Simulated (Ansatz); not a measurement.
# The honeycomb GaP bilayer (AB) between two gates

Aim: screening and gap of the neutral honeycomb GaP bilayer (AB) between oppositely charged gates.

Main program and level: Ansatz 0.2.0; plane-wave DFT, PBE-D3(BJ), Ansatz PAW.

### Step 1. The structure

The cell holds 4 atoms: 2 P and 2 Ga. Its edges and angles: a = 3.900 Å, b = 3.900 Å, c = 38.800 Å, α = 90.0°, β = 90.0°, γ = 120.0°. Regions: layer 1: honeycomb GaP, 2 atoms (1 P and 1 Ga); layer 2: honeycomb GaP, 2 atoms (1 P and 1 Ga). Vacuum lies along c.

### Step 2. Relaxing the slab

The starting cell is a guess, so the in-plane lattice and the atoms are relaxed first, with the slab cut off from its images along the normal.

input.yaml

```yaml
crystal:
  lattice:
    - [3.9, 0.0, 0.0]
    - [-1.95, 3.3774990748, 0.0]
    - [0.0, 0.0, 38.8000000004]
  atoms:
    - { symbol: P, position: [0.6666666667, 0.3333333333, 0.449742268] }
    - { symbol: Ga, position: [0.3333333333, 0.6666666667, 0.4600515464] }
    - { symbol: P, position: [0.0, 0.0, 0.5399484536] }
    - { symbol: Ga, position: [0.6666666667, 0.3333333333, 0.550257732] }
  periodic: [true, true, false]
kpoints:
  mp_grid: { grid: [12, 12, 1] }
hamiltonian:
  xc: pbe
  dispersion: d3bj
scf:
  occupations: { method: fermi_dirac, width: 0.05 }
  convergence: { dr2_threshold: 1.0e-09 }
relax:
  f_tol: 0.004
  max_steps: 90
  cell: {}
output:
  write_potential: true
  write_density: true
  volumetric_format: npy
```

Command:

```
ansatz run input.yaml --threads 4 --pin off --max-ram 8192MiB --backend cpu --events-out ev --progress --plain --runs-dir out
```

Numbers of over 12 decimals in the logs are rounded to 6 here.

The program printed:

```text
Warning: relax.cell: scf.convergence.dr2_threshold = 1e-9 eV is looser than the 2.07028621612e-10 eV advised for a relaxation that steers and ends on the stress (1e-10 eV for each atom of the cell: 4, times the square of relax.cell.stress_2d_tol = 0.05 N/m over 13.9 Å (the atoms' height at the walk's start and 5 Å past either face), 3.597e-2 GPa, over a crystal's default 0.05). What an SCF threshold leaves in a stress goes as its square root, and in the free energy as the threshold itself, and one threshold admits the most on a small cell: [figures from the program's tests cut] Set scf.convergence.dr2_threshold to 2.07028621612e-10 eV or tighter. [rest of the remark cut]
Engine: ansatz 0.2.0, x86_64-unknown-linux-gnu
Pseudopotentials: kind: paw
Pseudopotential: P, paw, valence charge 5, recommended cutoff 420 eV (normal), P.paw.azcp
Pseudopotential: Ga, paw, valence charge 13, recommended cutoff 420 eV (normal), Ga.paw.azcp
Functional definition: PBE
  parameter kappa = 0.804
  parameter beta = 0.066725
  exchange = pbe_x(kappa = kappa, mu = beta*pi^2/3)
  correlation = pbe_c(beta = beta)
Crystal: 4 atoms, lattice volume = 511.083 Å³
Basis set: ecut = 420 eV, 10101 PW (Γ), exchange–correlation on 54×54×540 points (8 copies of the dense FFT grid, shifted against one another)
Bands: 22, of which v1, the nominal top of the filled ones, is band 18 counted from 1 (17 counted from 0)
Symmetry: 6 space group operations
Space group: P3m1 (ITA 156), of the structure as read, at distance tolerance 8.0e-5 Å
k-points: 19 of 144 (time reversal used)
Non-local potential: P, projectors of the file, l = 0: 2, l = 1: 2, l = 2: 2
Non-local potential: Ga, projectors of the file, l = 0: 2, l = 1: 2, l = 2: 3, l = 3: 1
PAW form: soft (Blöchl's): semilocal exchange-correlation on the pseudo side does not see the compensation charge
PAW one-centre angular grid: P, 110 points (default); XC on 64 Gauss nodes
PAW one-centre angular grid: Ga, 590 points (default); XC on 64 Gauss nodes
Initial density: superposition of atomic densities (neutral atoms: chi_scale 0, normalization atom), corrected by the library's trained network
Initial wavefunctions: pseudopotential atomic-orbital guess
Functional: x = pbe(κ = 0.804, μ = 0.219515), c = pbe(β = 0.066725)
SCF iter   1: F=—  HF=-9078.142722 eV  |F-HF|=—  |Δ(HF+E_count)|=         —  Δρ=1.53e-3  dr2=2.14e-2  ethr=1.77e-3  ⟨swp⟩=12.7  Hψ=3259  notcnv=0
preconditioner: auto → Resta (q_TF=auto, 1.753 Å⁻¹)  ε∞=1.5  [insulator: Δε(μ)=1.300 eV  Ē_g=13.289 eV  σ=0.050 eV  W_gap=1.00  n_scr=20 (ndim 8)  ℏωp=9.9 eV  f_vac=0.788  D(μ)=0.00/eV (n_scr^D=0)  ε∞_Penn≈1.5  vacuum switching on, ρ_ref=1.3e-2 e/Å³]
SCF iter   2: F=—  HF=-9078.138733 eV  |F-HF|=—  |Δ(HF+E_count)|=   3.99e-3  Δρ=6.67e-4  dr2=7.62e-3  ethr=5.94e-5  ⟨swp⟩=3.3  Hψ=1086  notcnv=0
SCF iter   3: F=—  HF=-9078.139183 eV  |F-HF|=—  |Δ(HF+E_count)|=   4.50e-4  Δρ=4.14e-4  dr2=6.54e-3  ethr=2.12e-5  ⟨swp⟩=3.8  Hψ=898  notcnv=0
SCF iter   4: F=—  HF=-9078.138681 eV  |F-HF|=—  |Δ(HF+E_count)|=   5.02e-4  Δρ=1.66e-4  dr2=3.73e-4  ethr=1.82e-5  ⟨swp⟩=2.3  Hψ=570  notcnv=0
SCF iter   5: F=—  HF=-9078.138740 eV  |F-HF|=—  |Δ(HF+E_count)|=   5.89e-5  Δρ=7.89e-5  dr2=4.25e-5  ethr=1.04e-6  ⟨swp⟩=3.3  Hψ=834  notcnv=0
SCF iter   6: F=—  HF=-9078.138794 eV  |F-HF|=—  |Δ(HF+E_count)|=   5.43e-5  Δρ=2.54e-5  dr2=2.98e-6  ethr=1.18e-7  ⟨swp⟩=2.4  Hψ=650  notcnv=0
SCF iter   7: F=—  HF=-9078.138803 eV  |F-HF|=—  |Δ(HF+E_count)|=   8.50e-6  Δρ=7.54e-6  dr2=3.09e-7  ethr=8.29e-9  ⟨swp⟩=2.6  Hψ=801  notcnv=0
SCF iter   8: F=—  HF=-9078.138804 eV  |F-HF|=—  |Δ(HF+E_count)|=   7.06e-7  Δρ=2.37e-6  dr2=2.88e-8  ethr=8.59e-10  ⟨swp⟩=3.0  Hψ=847  notcnv=0
SCF iter   9: F=—  HF=-9078.138804 eV  |F-HF|=—  |Δ(HF+E_count)|=   1.82e-7  Δρ=7.84e-7  dr2=2.61e-9  ethr=7.99e-11  ⟨swp⟩=3.1  Hψ=883  notcnv=0
SCF iter  10: F=-9078.138804 eV  HF=-9078.138804 eV  |F-HF|=4.00e-9  |Δ(HF+E_count)|=   2.10e-8  Δρ=2.18e-7  dr2=2.10e-10  ethr=2.78e-12  ⟨swp⟩=11.0  Hψ=3380  notcnv=0
SCF 1 converged in 10 iterations: F = -9078.138804 eV  dr2 = 2.10e-10
  greatest PAW one-centre occupation: 0.995 electrons in one spin orbital (limit 2), on the Ga atom at site 3 (counted from 0), in its partial waves of l = 2
relax step   1: F+E_penalty+E_count = -9078.13880383 eV  Δ(F+E_penalty+E_count) = +0.000e0 eV  max|allowed force component| = 6.067e-2 eV/Å  Δτ_max = 0.0000 Å  P = -0.988 N/m  Ω = 511.083 Å³  fix = [c, alpha, beta]  reactions: c -0.000 N/m  (10 SCF iters, accepted)
Crystal: 4 atoms, lattice volume = 507.592 Å³
Basis set: ecut = 420 eV, 10005 PW (Γ), exchange–correlation on 54×54×540 points (8 copies of the dense FFT grid, shifted against one another)
Initial density: handed on by an earlier stage of this run
Initial wavefunctions: those handed on with the density
iter 1 solved again at ethr=1.78e-4 eV; its pass at ethr=3.10e-3 eV (dr2=6.41e-2 eV) is discarded
SCF iter   1: F=—  HF=-9078.143586 eV  |F-HF|=—  |Δ(HF+E_count)|=         —  Δρ=3.59e-3  dr2=6.69e-2  ethr=1.78e-4  ⟨swp⟩=2.2  Hψ=3325  notcnv=0
preconditioner: auto → Resta (q_TF=auto, 1.755 Å⁻¹)  ε∞=1.6  [insulator: Δε(μ)=1.394 eV  Ē_g=13.321 eV  σ=0.050 eV  W_gap=1.00  n_scr=20 (ndim 8)  ℏωp=9.9 eV  f_vac=0.778  D(μ)=0.00/eV (n_scr^D=0)  ε∞_Penn≈1.6  vacuum switching on, ρ_ref=1.3e-2 e/Å³]
SCF iter   2: F=—  HF=-9078.139447 eV  |F-HF|=—  |Δ(HF+E_count)|=   4.14e-3  Δρ=1.72e-3  dr2=2.72e-2  ethr=1.78e-4  ⟨swp⟩=4.6  Hψ=1028  notcnv=0
SCF iter   3: F=—  HF=-9078.136262 eV  |F-HF|=—  |Δ(HF+E_count)|=   3.19e-3  Δρ=1.14e-3  dr2=4.05e-3  ethr=7.55e-5  ⟨swp⟩=3.1  Hψ=643  notcnv=0
SCF iter   4: F=—  HF=-9078.137419 eV  |F-HF|=—  |Δ(HF+E_count)|=   1.16e-3  Δρ=4.25e-4  dr2=4.01e-3  ethr=1.12e-5  ⟨swp⟩=2.7  Hψ=941  notcnv=0
SCF iter   5: F=—  HF=-9078.136955 eV  |F-HF|=—  |Δ(HF+E_count)|=   4.64e-4  Δρ=9.43e-5  dr2=4.67e-5  ethr=1.11e-5  ⟨swp⟩=2.1  Hψ=494  notcnv=0
SCF iter   6: F=—  HF=-9078.137007 eV  |F-HF|=—  |Δ(HF+E_count)|=   5.25e-5  Δρ=6.18e-5  dr2=1.02e-5  ethr=1.30e-7  ⟨swp⟩=3.0  Hψ=884  notcnv=0
SCF iter   7: F=—  HF=-9078.137004 eV  |F-HF|=—  |Δ(HF+E_count)|=   2.78e-6  Δρ=1.85e-5  dr2=1.01e-6  ethr=2.84e-8  ⟨swp⟩=3.1  Hψ=894  notcnv=0
SCF iter   8: F=—  HF=-9078.137012 eV  |F-HF|=—  |Δ(HF+E_count)|=   8.00e-6  Δρ=3.35e-6  dr2=9.99e-8  ethr=2.82e-9  ⟨swp⟩=2.6  Hψ=821  notcnv=0
SCF iter   9: F=—  HF=-9078.137012 eV  |F-HF|=—  |Δ(HF+E_count)|=   3.11e-9  Δρ=1.18e-6  dr2=6.27e-9  ethr=2.77e-10  ⟨swp⟩=3.1  Hψ=840  notcnv=0
[...]
SCF iter   2: F=—  HF=-9078.145526 eV  |F-HF|=—  |Δ(HF+E_count)|=   2.65e-3  Δρ=1.39e-3  dr2=1.45e-2  ethr=1.11e-4  ⟨swp⟩=4.2  Hψ=1009  notcnv=0
SCF iter   3: F=—  HF=-9078.143886 eV  |F-HF|=—  |Δ(HF+E_count)|=   1.64e-3  Δρ=9.19e-4  dr2=2.02e-3  ethr=4.04e-5  ⟨swp⟩=2.2  Hψ=586  notcnv=0
SCF iter   4: F=—  HF=-9078.144649 eV  |F-HF|=—  |Δ(HF+E_count)|=   7.63e-4  Δρ=2.74e-4  dr2=2.02e-3  ethr=5.62e-6  ⟨swp⟩=3.6  Hψ=904  notcnv=0
SCF iter   5: F=—  HF=-9078.144413 eV  |F-HF|=—  |Δ(HF+E_count)|=   2.35e-4  Δρ=7.12e-5  dr2=2.52e-5  ethr=5.61e-6  ⟨swp⟩=2.1  Hψ=476  notcnv=0
SCF iter   6: F=—  HF=-9078.144439 eV  |F-HF|=—  |Δ(HF+E_count)|=   2.54e-5  Δρ=4.08e-5  dr2=6.39e-6  ethr=7.01e-8  ⟨swp⟩=3.1  Hψ=853  notcnv=0
SCF iter   7: F=—  HF=-9078.144439 eV  |F-HF|=—  |Δ(HF+E_count)|=   1.60e-7  Δρ=1.37e-5  dr2=6.78e-7  ethr=1.77e-8  ⟨swp⟩=2.3  Hψ=782  notcnv=0
SCF iter   8: F=—  HF=-9078.144447 eV  |F-HF|=—  |Δ(HF+E_count)|=   8.22e-6  Δρ=3.07e-6  dr2=1.43e-7  ethr=1.88e-9  ⟨swp⟩=3.1  Hψ=861  notcnv=0
SCF iter   9: F=—  HF=-9078.144447 eV  |F-HF|=—  |Δ(HF+E_count)|=   2.31e-8  Δρ=1.06e-6  dr2=8.12e-9  ethr=3.98e-10  ⟨swp⟩=2.4  Hψ=710  notcnv=0
SCF iter  10: F=—  HF=-9078.144447 eV  |F-HF|=—  |Δ(HF+E_count)|=   6.92e-9  Δρ=5.64e-7  dr2=1.41e-9  ethr=2.25e-11  ⟨swp⟩=3.3  Hψ=952  notcnv=0
SCF iter  11: F=-9078.144447 eV  HF=-9078.144447 eV  |F-HF|=2.00e-10  |Δ(HF+E_count)|=  7.66e-10  Δρ=2.07e-7  dr2=5.30e-10  ethr=2.78e-12  ⟨swp⟩=10.5  Hψ=3276  notcnv=0
SCF 3 converged in 11 iterations: F = -9078.144447 eV  dr2 = 5.30e-10
relax step   3: F+E_penalty+E_count = -9078.14444724 eV  Δ(F+E_penalty+E_count) = -5.643e-3 eV  max|allowed force component| = 1.856e-2 eV/Å  Δτ_max = 0.0376 Å  P = +0.324 N/m  Ω = 503.437 Å³  energy of the carried Pulay correction = +2.963e-4 eV  fix = [c, alpha, beta]  reactions: c +0.000 N/m  (11 SCF iters, accepted)
[...]
relax step   4: F+E_penalty+E_count = -9078.14484407 eV  Δ(F+E_penalty+E_count) = -3.968e-4 eV  max|allowed force component| = 8.447e-3 eV/Å  Δτ_max = 0.0050 Å  P = -0.000 N/m  Ω = 505.186 Å³  energy of the carried Pulay correction = +2.282e-4 eV  fix = [c, alpha, beta]  reactions: c -0.000 N/m  (8 SCF iters, accepted)
[...]
relax step   5: F+E_penalty+E_count = -9078.14488346 eV  Δ(F+E_penalty+E_count) = -3.939e-5 eV  max|allowed force component| = 4.322e-3 eV/Å  Δτ_max = 0.0097 Å  P = +0.004 N/m  Ω = 505.227 Å³  energy of the carried Pulay correction = +2.266e-4 eV  fix = [c, alpha, beta]  reactions: c +0.000 N/m  (8 SCF iters, accepted)
[...]
relax step   6: F+E_penalty+E_count = -9078.14489197 eV  Δ(F+E_penalty+E_count) = -8.511e-6 eV  max|allowed force component| = 3.258e-4 eV/Å  Δτ_max = 0.0024 Å  P = +0.000 N/m  Ω = 505.249 Å³  energy of the carried Pulay correction = +2.257e-4 eV  fix = [c, alpha, beta]  reactions: c +0.000 N/m  (7 SCF iters, accepted)
Initial wavefunctions: pseudopotential atomic-orbital guess (no wavefunctions were taken with the density)
iter 1 solved again at ethr=5.68e-7 eV; its pass at ethr=3.10e-3 eV (dr2=2.05e-4 eV) is discarded
SCF iter   1: F=—  HF=-9078.144660 eV  |F-HF|=—  |Δ(HF+E_count)|=         —  Δρ=5.85e-6  dr2=4.82e-8  ethr=5.68e-7  ⟨swp⟩=4.7  Hψ=4847  notcnv=0
eigensolver tolerance schedule: the retry pair's looser diagonalisation over-reported the residual by 4241.79 of it (diagonalisation noise at 3.49 of the residual, at the tolerance the schedule requests for it); recorded, not acted on — ethr = c·dr2/N_el stays at c = 1.0e-1
preconditioner: auto → Resta (q_TF=auto, 1.757 Å⁻¹)  ε∞=1.6  [insulator: Δε(μ)=1.347 eV  Ē_g=13.323 eV  σ=0.050 eV  W_gap=1.00  n_scr=20 (ndim 8)  ℏωp=9.9 eV  f_vac=0.785  D(μ)=0.00/eV (n_scr^D=0)  ε∞_Penn≈1.6  vacuum switching on, ρ_ref=1.3e-2 e/Å³]
SCF iter   2: F=—  HF=-9078.144672 eV  |F-HF|=—  |Δ(HF+E_count)|=   1.22e-5  Δρ=3.99e-6  dr2=2.90e-8  ethr=1.34e-10  ⟨swp⟩=4.6  Hψ=1440  notcnv=0
SCF iter   3: F=—  HF=-9078.144672 eV  |F-HF|=—  |Δ(HF+E_count)|=   2.28e-8  Δρ=7.81e-7  dr2=9.67e-9  ethr=8.05e-11  ⟨swp⟩=2.0  Hψ=759  notcnv=0
SCF iter   4: F=—  HF=-9078.144672 eV  |F-HF|=—  |Δ(HF+E_count)|=   1.38e-9  Δρ=4.29e-7  dr2=8.79e-9  ethr=2.69e-11  ⟨swp⟩=3.0  Hψ=835  notcnv=0
SCF iter   5: F=-9078.144672 eV  HF=-9078.144672 eV  |F-HF|=4.37e-11  |Δ(HF+E_count)|=   1.19e-9  Δρ=1.51e-7  dr2=1.14e-10  ethr=2.78e-12  ⟨swp⟩=14.2  Hψ=3981  notcnv=0
SCF 7 converged in 5 iterations: F = -9078.144672 eV  dr2 = 1.14e-10
relax step   7: F+E_penalty+E_count = -9078.14467215 eV  Δ(F+E_penalty+E_count) = +2.198e-4 eV  max|allowed force component| = 3.382e-4 eV/Å  Δτ_max = 0.0000 Å  P = -0.001 N/m  Ω = 505.249 Å³  fix = [c, alpha, beta]  reactions: c -0.000 N/m  stress off target by 8.29e-4 N/m on what of the cell is left free  SCF on the basis re-selected at this cell (its energy is not comparable with the rows above)  (5 SCF iters)
basis re-selected at this cell: Δ(F+E_penalty+E_count) = +2.198e-4 eV, ΔP = -0.001 N/m vs the last step (what re-selecting the basis moved, of the pressure what is left beyond the Pulay correction that the steps carried, after the strain that the cell walked since its last selection, with what the two solves' SCF thresholds leave and, on support functions, any second-order correction that the steps lacked; it is no m [...]
SCF converged after 5 iterations
Free energy (F): -9078.144672 eV
Harris-Foulkes:  -9078.144672 eV  (|F-HF|=4.37e-11)
Internal energy: -9078.144672 eV  (E = F + TS)
E sigma→0 (E₀):  -9078.144672 eV
Entropy (-TS):   -0.000000 eV (-0.000 meV/atom)
Fermi energy:    -4.600878 eV
--- Per-component energies (eV) ---
  E_band       = -552.328662
  E_kinetic    = 368.901018
  E_local      = -72934.751159  (includes V_loc(G=0)·N_el)
  E_nonlocal   = 916.123273
  E_hartree    = 36083.220399
  E_xc         = -259.492937
  E_vxc        = -234.974935  (∫ρ·V_xc dr)
  E_paw        = -5114.432514  (= ΣΔE_a)
  E_vpaw       = -834.067662  (= ΣTr[D̂ρ^β])
  E_aug_tail   = -0.000219  (compensation charges beyond the density's cutoff)
  E_ewald      = 31863.066262
  E_disp       = -0.778794  (pairwise vdW)
  E_smearing   = -0.000000  (= −TS)
  E_closure    = -0.000000  (closes the sum)
  Σ components = -9078.144672   (vs F -9078.144672, Δ=0.00e0)
--- Forces (eV/Å), atoms counted from 1 ---
  atom   1  P      0.00000000     0.00000000    -0.00002801
  atom   2  Ga     0.00000000    -0.00000000    -0.00025770
  atom   3  P      0.00000000     0.00000000    -0.00005333
  atom   4  Ga    -0.00000000    -0.00000000     0.00033786
  max |Σ_I F_I| component: 1.18e-6 eV/Å
--- 2D stress c σ (N/m, compression-positive) ---
       -0.000829       0.000000       0.000000
        0.000000      -0.000829      -0.000000
        0.000000      -0.000000      -0.000000
  P = ½ c Tr σ = -0.0008 N/m
--- Band table (eV; the first three rows and the last of 19) ---
  k-point 0: bands = [... 14 lower, -6.1209, -6.1209, -5.5299, -5.5299, -3.8252, -3.3305, -1.7367, -0.8930]
  k-point 1: bands = [... 14 lower, -6.5538, -6.2674, -6.1643, -5.6647, -3.2720, -2.7570, -1.6606, -0.9896]
  k-point 2: bands = [... 14 lower, -7.4712, -6.6143, -6.3206, -5.9905, -2.7811, -2.2592, -1.5780, -0.7187]
  k-point 18: bands = [... 14 lower, -9.3196, -8.7402, -5.7142, -5.3326, -3.3054, -3.2265, 0.5220, 0.5699]
  the weakly bound empty levels are not read free of the cell's end (no_gap_told)
--- Relaxed structure (6 steps of the walk, 5 accepted, 1 SCFs on fresh bases) ---
  F+E_penalty+E_count = -9078.14467215 eV   max|allowed force component| = 3.382e-4 eV/Å   (the final SCF, on the basis selected at the relaxed cell)
  cell:  # Å, volume = 505.2490 Å³
    - [3.877676, 0, 0]
    - [-1.938838, 3.358166, 0]
    - [0, 0, 38.8000000004]
  atoms:
    - { symbol: P, position: [0.666667, 0.333333, 0.448728] }
    - { symbol: Ga, position: [0.333333, 0.666667, 0.459835] }
    - { symbol: P, position: [-2.2960953646569552e-17, -1.816633167427902e-17, 0.540742] }
    - { symbol: Ga, position: [0.666667, 0.333333, 0.550694] }
```

It took 22 s on 4 threads of Intel Xeon 6975P-C (Granite Rapids), shared host; peak memory 0.88 GiB; 80 s of CPU time.

Relaxation path:

| step | energy less that of the first step (eV) | largest force component (eV/Å) | volume (Å³) |
| --- | --- | --- | --- |
| 1 | 0.0000 | 0.0607 | 511.08 |
| 2 | 0.0018 | 0.0535 | 507.59 |
| 3 | -0.0056 | 0.0186 | 503.44 |
| 4 | -0.0060 | 0.0084 | 505.19 |
| 5 | -0.0061 | 0.0043 | 505.23 |
| 6 | -0.0061 | 0.0003 | 505.25 |
| 7* | -0.0059 | 0.0003 | 505.25 |

Relaxation steps marked * repeat the geometry before them on a plane-wave basis chosen anew for their cell, so energy and pressure can jump there. Relaxation step 2 was tried and not accepted.

Forces are held to the 6 operations that the run works with; a distortion that breaks them can't arise in this run.

| cell as run | before | after | change |
| --- | --- | --- | --- |
| a (Å) | 3.900 | 3.878 | -0.6 % |
| b (Å) | 3.900 | 3.878 | -0.6 % |

The atoms that moved most (Å, along periodic axes as changes of fractional coordinates times the final cell, across vacuum about the mean position):

| atom | dx | dy | dz | length |
| --- | --- | --- | --- | --- |
| P1 | 0.000 | 0.000 | -0.039 | 0.039 |
| P3 | 0.000 | 0.000 | 0.031 | 0.031 |
| Ga4 | 0.000 | 0.000 | 0.017 | 0.017 |
| Ga2 | 0.000 | 0.000 | -0.008 | 0.008 |

The relaxed structure:

```xyz
4
Lattice="3.8777 0.0000 0.0000 -1.9388 3.3582 0.0000 0.0000 0.0000 38.8000" Properties=species:S:1:pos:R:3
P     1.9388    1.1194   17.4107
Ga    0.0000    2.2388   17.8416
P     0.0000    0.0000   20.9808
Ga    1.9388    1.1194   21.3669
```

The lattice constant a goes from 3.900 to 3.878 Å.

[end of part 1 of 4]

[Logs are printed without paths, hosts, clocks, repeated set-up lines and the standing remarks that a program may print on its own settings, such as how far it seeks lower states.]

[Hosts, paths, dates, database ids (printed as entryN), source tags and the programs' standing remarks are cut or masked in the printed files.]

[Maps of the electrostatic potential energy from Ansatz leave out the sawtooth potential of an applied field or a dipole correction, so their vacuum need not be flat; planar profiles and work functions include it.]
